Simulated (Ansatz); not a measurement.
```cif
data_gan
_symmetry_space_group_name_H-M 'F-43m'
_symmetry_Int_Tables_number 216
_cell_length_a 4.5070
_cell_length_b 4.5070
_cell_length_c 4.5070
_cell_angle_alpha 90.000
_cell_angle_beta 90.000
_cell_angle_gamma 90.000
_cell_volume 91.55
loop_
_atom_site_label
_atom_site_type_symbol
_atom_site_symmetry_multiplicity
_atom_site_Wyckoff_symbol
_atom_site_fract_x
_atom_site_fract_y
_atom_site_fract_z
_atom_site_occupancy
Ga1 Ga 4 a 0.00000 0.00000 0.00000 1
N1 N 4 c 0.25000 0.25000 0.25000 1
_calc_subject 'GaN (F-43m): band gap by G0W0 on HSE06'
_calc_method 'G0W0 on HSE06, plane waves, PAW; PAW set soft_1 (and 1 further level or step)'
_calc_program 'Ansatz 0.2.0'
_calc_settings_of_one_run 'cutoff 420 eV, 6×6×6 k-mesh, PAW set soft 1, empty bands 68, screening cutoff 120 eV, screening contour deformation, QP bands (v2, c2)'
_calc_cost '2 runs, 45 s in all on 1 × NVIDIA H100 80GB HBM3 (shared by 6 runs) with 3 threads of AMD EPYC 7R13 (Zen 3), shared host (the runs of this entry)'
_calc_notes 'In doubt: masses and optical values from hybrid runs of this build are listed as unsure (in some of the runs), which bears on the screening that GW takes from such a start. The cell and positions are those that the Materials Project relaxed with its own functionals (PBE, PBE+U or r2SCAN), kept fixed. This is not the form that GaN usually takes at ambient conditions. Limits: no spin-orbit coupling. The differences hold parts that these runs do not separate: finite bands, cutoffs and mesh, points of the zone that were not corrected, the start of G0W0, spin-orbit coupling missing from it, static nuclei, no electron-hole attraction, a cell that is not a measured one, and what each experiment reads as the gap. How much each gives is not known from the steps shown.'
_calc_hse06_gap_over_mesh_and_listed_points '2.961 eV, direct, at k = Γ'
_calc_g0w0_hse06_gap_over_8_of_16_irreducible_mesh_points '3.407 eV, direct, at k = Γ'
_calc_gw_settings '6×6×6 mesh, 68 empty bands, screening to 120 eV, PAW set soft_1 files'
_calc_known_limits 'finite bands, screening cutoff and k mesh; no spin-orbit coupling in G0W0; d shells not analysed'
```

[Paths, hosts, dates, memory and timing lines, banners, echoed tables and standing remarks are left out of the program output.]

[Logs are printed without paths, hosts, clocks, repeated set-up lines and the standing remarks that a program may print on its own settings, such as how far it seeks lower states.]

[Runs of the session that timed out or met a known fault of the program may be left out.]

[Cells called generated may have been cut or substituted from an entry of the Crystallography Open Database or the Materials Project.]

[Hosts, paths, dates, database ids (printed as entryN), source tags and the programs' standing remarks are cut or masked in the printed files.]
